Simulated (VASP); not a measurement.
# CdS (Greenockite) (P6_3mc) in VASP: evGW0 quasiparticle levels with PBE

Aim: the evGW0 quasiparticle levels of CdS (Greenockite) with PBE.

Everything below comes from runs of VASP 6.6.1. Logs are shortened: lines on timing, memory, paths and dates and some standing lists are left out, and cuts for length are marked.

## (1) Starting point

The structure is hexagonal, space group P6_3mc (No. 186). The conventional cell has a = 4.150 Å, b = 4.150 Å, c = 6.737 Å, α = 90.00°, β = 90.00°, γ = 120.00°. Cd (site symmetry 3m) has 4 S at 2.53 to 2.54 Å as nearest neighbours. S (site symmetry 3m) has 4 Cd at 2.53 to 2.54 Å as nearest neighbours.

## (2) EvGW0 quasiparticle levels, PBE

File POSCAR:

```
CdS
1.0
    4.1500000000      0.0000000000      0.0000000000
   -2.0750000000      3.5940054257      0.0000000000
    0.0000000000      0.0000000000      6.7370000000
Cd S
2 2
Direct
    0.6666666667      0.3333333333      0.5000000000
    0.3333333333      0.6666666667      0.0000000000
    0.6666666667      0.3333333333      0.8750000000
    0.3333333333      0.6666666667      0.3750000000
```

File INCAR.step1:

```
PREC = Accurate
ENCUT = 500
EDIFF = 1E-8
ISMEAR = 0
SIGMA = 0.01
LREAL = F
LASPH = T
NELM = 100
ALGO = Normal
LWAVE = T
LCHARG = F
GGA = PE
KPAR = 4
```

File INCAR.step2:

```
PREC = Accurate
ENCUT = 500
EDIFF = 1E-8
ISMEAR = 0
SIGMA = 0.01
LREAL = F
LASPH = T
NELM = 1
ALGO = Exact
LWAVE = T
LCHARG = F
GGA = PE
NBANDS = 318
LOPTICS = T
ISTART = 1
KPAR = 4
```

File INCAR.step3:

```
PREC = Accurate
ENCUT = 500
EDIFF = 1E-8
ISMEAR = 0
SIGMA = 0.01
LREAL = F
LASPH = T
ALGO = EVGW0
LWAVE = F
LCHARG = F
GGA = PE
NELMGW = 4
NBANDS = 318
ENCUTGW = 120
NOMEGA = 50
PRECFOCK = Fast
ISTART = 1
NBANDSGW = 26
KPAR = 4
```

File KPOINTS:

```
regular mesh
0
Gamma
  4 4 2
```

Potentials or basis: VASP PAW PBE potentials, release 64 (Cd_GW, S_GW).

The run is started by

```console
$ cat potpaw_PBE.64/Cd_GW/POTCAR potpaw_PBE.64/S_GW/POTCAR > POTCAR
$ cp INCAR.step1 INCAR
$ mpirun -np 4 vasp_std > vasp.out
$ cp INCAR.step2 INCAR
$ mpirun -np 4 vasp_std > vasp.out
$ cp INCAR.step3 INCAR
$ mpirun -np 4 vasp_std > vasp.out
```

OUTCAR:

```text
PREC = Accurate
   ENCUT = 500
   EDIFF = 1E-8
   ISMEAR = 0
   LREAL = F
   LASPH = T
   GGA = PE
   NELMGW = 4
   ENCUTGW = 120
   PRECFOCK = Fast
   ISTART = 1

 ion  position               nearest neighbor table
   1  0.667  0.333  0.500-   3 2.53   4 2.54   4 2.54   4 2.54
   2  0.333  0.667  0.000-   4 2.53   3 2.54   3 2.54   3 2.54
   3  0.667  0.333  0.875-   1 2.53   2 2.54   2 2.54   2 2.54
   4  0.333  0.667  0.375-   2 2.53   1 2.54   1 2.54   1 2.54

  LATTYP: Found a hexagonal cell.
 ALAT       =     4.1500000000
 C/A-ratio  =     1.6233734940

  Lattice vectors:

 A1 = (   4.1500000000,   0.0000000000,   0.0000000000)
 A2 = (  -2.0750000000,   3.5940054257,   0.0000000000)
 A3 = (   0.0000000000,   0.0000000000,   6.7370000000)

Analysis of symmetry for initial positions (statically):
=====================================================================
 Subroutine PRICEL returns:
 Original cell was already a primitive cell.

 Routine SETGRP: Setting up the symmetry group for a
 hexagonal supercell.

 Subroutine GETGRP returns: Found 12 space group operations
 (whereof  6 operations were pure point group operations)
 out of a pool of 24 trial point group operations.

The static configuration has the point symmetry C_3v.
 The point group associated with its full space group is C_6v.

Analysis of symmetry for dynamics (positions and initial velocities):
=====================================================================
 Subroutine PRICEL returns:
 Original cell was already a primitive cell.

 Routine SETGRP: Setting up the symmetry group for a
 hexagonal supercell.

 Subroutine GETGRP returns: Found 12 space group operations
 (whereof  6 operations were pure point group operations)
 out of a pool of 24 trial point group operations.

The dynamic configuration has the point symmetry C_3v.
 The point group associated with its full space group is C_6v.

 Subroutine INISYM returns: Found 12 space group operations
 (whereof  6 operations are pure point group operations),
 and found     1 'primitive' translations

----------------------------------------------------------------------------------------

                                     Primitive cell

  volume of cell :     100.4832

  direct lattice vectors                    reciprocal lattice vectors
     4.150000000  0.000000000  0.000000000     0.240963855  0.139120547  0.000000000
    -2.075000000  3.594005426  0.000000000     0.000000000  0.278241094  0.000000000
     0.000000000  0.000000000  6.737000000     0.000000000  0.000000000  0.148434021

  length of vectors
     4.150000000  4.150000000  6.737000000     0.278241094  0.278241094  0.148434021

  position of ions in fractional coordinates (direct lattice)
     0.666666667  0.333333333  0.500000000
     0.333333333  0.666666667  0.000000000
     0.666666667  0.333333333  0.875000000
     0.333333333  0.666666667  0.375000000

  ion indices of the primitive-cell ions
   primitive index   ion index
                 1           1
                 2           2
                 3           3
                 4           4

----------------------------------------------------------------------------------------

 KPOINTS: regular mesh

Automatic generation of k-mesh.
 Grid dimensions read from file:
 generate k-points for:    4    4    2

 Generating k-lattice:

  Cartesian coordinates                     Fractional coordinates (reciprocal lattice)
     0.060240964  0.034780137  0.000000000     0.250000000  0.000000000  0.000000000
     0.000000000  0.069560273  0.000000000     0.000000000  0.250000000  0.000000000
     0.000000000  0.000000000  0.074217011     0.000000000  0.000000000  0.500000000

  Length of vectors
     0.069560273  0.069560273  0.074217011

  Shift w.r.t. Gamma in fractional coordinates (k-lattice)
     0.000000000  0.000000000  0.000000000

 Subroutine IBZKPT returns following result:
 ===========================================

 Found      8 irreducible k-points:

 Following reciprocal coordinates:
            Coordinates               Weight
  0.000000  0.000000  0.000000      1.000000
  0.250000 -0.000000  0.000000      6.000000
  0.500000 -0.000000  0.000000      3.000000
  0.250000  0.250000  0.000000      6.000000
  0.000000  0.000000  0.500000      1.000000
  0.250000 -0.000000  0.500000      6.000000
  0.500000 -0.000000  0.500000      3.000000
  0.250000  0.250000  0.500000      6.000000
   k-points           NKPTS =      8   k-points in BZ     NKDIM =     32   number of bands    NBANDS=    318
   number of dos      NEDOS =    301   number of ions     NIONS =      4
   total plane-waves  NPLWV =  45000
   dimension x,y,z NGX =    30 NGY =   30 NGZ =   50
   dimension x,y,z NGXF=    60 NGYF=   60 NGZF=  100
   ions per type =               2   2
   NGX,Y,Z   is equivalent  to a cutoff of  12.02, 12.02, 12.34 a.u.
   NGXF,Y,Z  is equivalent  to a cutoff of  24.04, 24.04, 24.68 a.u.
 SYSTEM =  unknown system
   PREC   = accura    normal or accurate (medium, high low for compatibility)
   ISTART =      1    job   : 0-new  1-cont  2-samecut
   ICHARG =      0    charge: 1-file 2-atom 10-const
   ISPIN  =      1    spin polarized calculation?
   LNONCOLLINEAR =      F non collinear calculations
   LSORBIT =      F    spin-orbit coupling
   LASPH  =      T    aspherical Exc in radial PAW
   ENCUT  =  500.0 eV  36.75 Ry    6.06 a.u.   7.57  7.57 12.28*2*pi/ulx,y,z
   NELM   =     60;   NELMIN=  2; NELMDL=  0     # of ELM steps
   EDIFF  = 0.1E-07   stopping-criterion for ELM
   LREAL  =      F    real-space projection
   EDIFFG = 0.1E-06   stopping-criterion for IOM
   NSW    =      0    number of steps for IOM
   IBRION =     -1    ionic relax: 0-MD 1-quasi-New 2-CG
   NFREE  =      0    steps in history (QN), initial steepest desc. (CG)
   ISIF   =      0    stress and relaxation
   ISYM   =      3    0-nonsym 1-usesym 2-fastsym
   POTIM  = 0.5000    time-step for ionic-motion
   TEBEG  =    0.0;   TEEND  =   0.0 temperature during run
   PSTRESS=    0.0 pullay stress
   NELECT =      36.0000    total number of electrons
   NUPDOWN=      -1.0000    fix difference up-down
   EMIN   =  10.00;   EMAX   =-10.00  energy-range for DOS
   EFERMI =   0.00;   METHOD = LEGACY
   ISMEAR =     0;   SIGMA  =   0.01  broadening in eV -4-tet -1-fermi 0-gaus
   EFERMI_NEDOS =   21; number of points for ismear=-14 and -15
   IALGO  =     38    algorithm
   IMIX   =      4    mixing-type and parameters
     AMIX     =   0.40;   BMIX     =  1.00
     AMIX_MAG =   1.60;   BMIX_MAG =  1.00
  volume/ion in A,a.u.               =      25.12       169.52
  Fermi-wavevector in a.u.,A,eV,Ry     =   1.162727  2.197236 18.394190  1.351935
  Thomas-Fermi vector in A             =   2.299285
   LORBIT       =      0    0 simple, 1 ext, 2 COOP (PROOUT), +10 PAW based schemes
   GGA     = PE    functional components
   LHFCALC =     T    Hartree Fock is set to
   PRECFOCK=fast      Normal, Fast or Accurate (Low or Medium for compatibility)
   ENCUT4O =  -1.0   cutoff for four orbital integrals eV
   NKREDX  =     1    reduce k-point grid by
   NKREDY  =     1    reduce k-point grid by
   NKREDZ  =     1    reduce k-point grid by
   AEXX    =    1.0000 exact exchange contribution
   HFSCREEN=    0.0000 screening length (either q_TF or 0.3 A-1)
   HFSCREENC=   0.0000 screening length for correlation (either q_TF or 0.3 A-1)
   ENCUTFOCK=  -1.0 apply spherical cutoff to Coloumb kernel
   IVDW    =     0    specifies the selected vdW correction
   LEPSILON=     F    determine dielectric tensor
   LRPA    =     F    only Hartree local field effects (RPA)
   LRPAFORCE           =     F    calculate RPA forces
   ENCUTGW             = 120.0    cutoff for response function in eV
   ENCUTGWSOFT         =  96.0    soft cutoff for Coulomb kernel in GW response function in eV
   ENCUTLF             =  -1.0    cutoff for local field effects
   NELMGW              =     4    number of iterations in solving QP/BSE equation
   NELMHF              =     1    number of iterations in the inner HF iteration
   NKREDLFX            =     1    NKREDLFY  =   1   NKREDLFZ  =   1
 non-spin polarized calculation
 Gauss-broadening in eV      SIGMA  =   0.01
  energy-cutoff  :      500.00
  volume of cell :      100.48
 maximum number of plane-waves:      2567
  NGX = 18; NGY = 18; NGZ = 30
   NGX = 15   NGY = 15   NGZ = 25
 maximum number of plane-waves:       313
 NGX is ok and might be reduce to    18

 QP shifts <psi_nk| G(iteration)W_0 |psi_nk>: iteration 1
 for sc-GW calculations column KS-energies equals QP-energies in previous step
 and V_xc(KS)=  KS-energies - (<T + V_ion + V_H > + <T+V_H+V_ion>^1  + <V_x>^1)

 k-point   1 :       0.0000    0.0000    0.0000
  band No.  KS-energies  QP-energies   sigma(KS)   V_xc(KS)     V^pw_x(r,r')   Z            occupation Imag(sigma)

      1      -9.7565     -10.1352     -13.6068     -12.9962     -20.9043       0.6204       2.0000       1.0777
      2      -9.3297      -9.7603     -14.2570     -13.5777     -21.3968       0.6338       2.0000       1.0185
      3      -5.1442      -6.9195     -17.7448     -15.1863     -22.9334       0.6939       2.0000       0.3340
      4      -5.1219      -6.8956     -17.7555     -15.1955     -22.9446       0.6929       2.0000       0.3316
      5      -5.1219      -6.8956     -17.7555     -15.1955     -22.9446       0.6929       2.0000       0.3316
      6      -5.0364      -6.8321     -17.8405     -15.2585     -23.0036       0.6955       2.0000       0.3273
[... 228 lines left out ...]
     25      10.7830      11.0416      -8.9812      -9.3274      -4.3037       0.7468       0.0000      -0.1378
     26      10.7830      11.0416      -8.9812      -9.3274      -4.3037       0.7468       0.0000      -0.1378

 QP shifts <psi_nk| G(iteration)W_0 |psi_nk>: iteration 2

 k-point   1 :       0.0000    0.0000    0.0000
  band No. old QP-enery  QP-energies   sigma(KS)   T+V_ion+V_H  V^pw_x(r,r')   Z            occupation Imag(sigma)

      1     -10.1352     -10.3578     -13.7353       3.2398     -20.9043       0.6179       2.0000       0.9685
      2      -9.7603      -9.9849     -14.3632       4.2480     -21.3968       0.6329       2.0000       0.9262
      3      -6.9195      -7.4161     -17.6747      10.0421     -22.9334       0.6964       2.0000       0.3668
      4      -6.8956      -7.3939     -17.6857      10.0737     -22.9446       0.6955       2.0000       0.3646
      5      -6.8956      -7.3939     -17.6857      10.0737     -22.9446       0.6955       2.0000       0.3646
      6      -6.8321      -7.3319     -17.7706      10.2221     -23.0036       0.6976       2.0000       0.3580
[... 228 lines left out ...]
     25      11.0416      11.0764      -9.0223      20.1105      -4.3037       0.7476       0.0000      -0.1396
     26      11.0416      11.0764      -9.0223      20.1105      -4.3037       0.7476       0.0000      -0.1396

 QP shifts <psi_nk| G(iteration)W_0 |psi_nk>: iteration 3

 k-point   1 :       0.0000    0.0000    0.0000
  band No. old QP-enery  QP-energies   sigma(KS)   T+V_ion+V_H  V^pw_x(r,r')   Z            occupation Imag(sigma)

      1     -10.3578     -10.4430     -13.7354       3.2398     -20.9043       0.6180       2.0000       0.9668
      2      -9.9849     -10.0688     -14.3653       4.2480     -21.3968       0.6332       2.0000       0.9270
      3      -7.4161      -7.5521     -17.6536      10.0421     -22.9334       0.6959       2.0000       0.3779
      4      -7.3939      -7.5302     -17.6635      10.0737     -22.9446       0.6958       2.0000       0.3765
      5      -7.3939      -7.5302     -17.6635      10.0737     -22.9446       0.6958       2.0000       0.3765
      6      -7.3319      -7.4684     -17.7495      10.2221     -23.0036       0.6981       2.0000       0.3690
[... 228 lines left out ...]
     25      11.0764      11.0795      -9.0300      20.1105      -4.3037       0.7472       0.0000      -0.1404
     26      11.0764      11.0795      -9.0300      20.1105      -4.3037       0.7472       0.0000      -0.1404

 QP shifts <psi_nk| G(iteration)W_0 |psi_nk>: iteration 4

 k-point   1 :       0.0000    0.0000    0.0000
  band No. old QP-enery  QP-energies   sigma(KS)   T+V_ion+V_H  V^pw_x(r,r')   Z            occupation Imag(sigma)

      1     -10.4430     -10.4712     -13.7284       3.2398     -20.9043       0.6184       2.0000       0.9713
      2     -10.0688     -10.0965     -14.3605       4.2480     -21.3968       0.6336       2.0000       0.9318
      3      -7.5521      -7.5893     -17.6476      10.0421     -22.9334       0.6962       2.0000       0.3812
      4      -7.5302      -7.5675     -17.6574      10.0737     -22.9446       0.6960       2.0000       0.3801
      5      -7.5302      -7.5675     -17.6574      10.0737     -22.9446       0.6960       2.0000       0.3801
      6      -7.4684      -7.5056     -17.7437      10.2221     -23.0036       0.6984       2.0000       0.3722
[... 228 lines left out ...]
     25      11.0795      11.0790      -9.0316      20.1105      -4.3037       0.7469       0.0000      -0.1406
     26      11.0795      11.0790      -9.0316      20.1105      -4.3037       0.7469       0.0000      -0.1406
```

Wall time 11 min (4 MPI ranks of Intel Xeon 6975P-C (Granite Rapids), shared host); peak memory 1.5 GiB.

Results:

* Band gap on the k mesh, mean-field level: 1.19 eV, direct
* Quasiparticle gap: 2.18 eV
* Least direct quasiparticle gap: 2.18 eV

Levels at points of the mesh, in eV from the valence-band top:
| k point | band 15 | band 16 | band 17 | band 18 | band 19 | band 20 | band 21 | band 22 |
| --- | --- | --- | --- | --- | --- | --- | --- | --- |
| (0.00, 0.00, 0.00) | -0.76 | -0.04 | 0.00 | 0.00 | 1.19 | 2.78 | 6.45 | 6.45 |
| (0.50, 0.00, 0.00) | -2.62 | -1.85 | -1.28 | -0.73 | 3.70 | 3.88 | 5.11 | 6.37 |
| (0.00, 0.00, 0.50) | -0.39 | -0.39 | -0.39 | -0.39 | 2.83 | 2.83 | 6.17 | 6.17 |
| (0.50, 0.00, 0.50) | -1.32 | -1.32 | -1.31 | -1.31 | 3.47 | 3.47 | 5.38 | 5.38 |

Quasiparticle gap after each update of the energies (eV): 1.98, 2.14, 2.18, 2.18

Caveat: the k mesh is coarse (spacing up to 0.47 Å⁻¹), so the values aren't converged; bands, screening cutoff and mesh are small and nothing is extrapolated, so the quasiparticle values aren't converged.
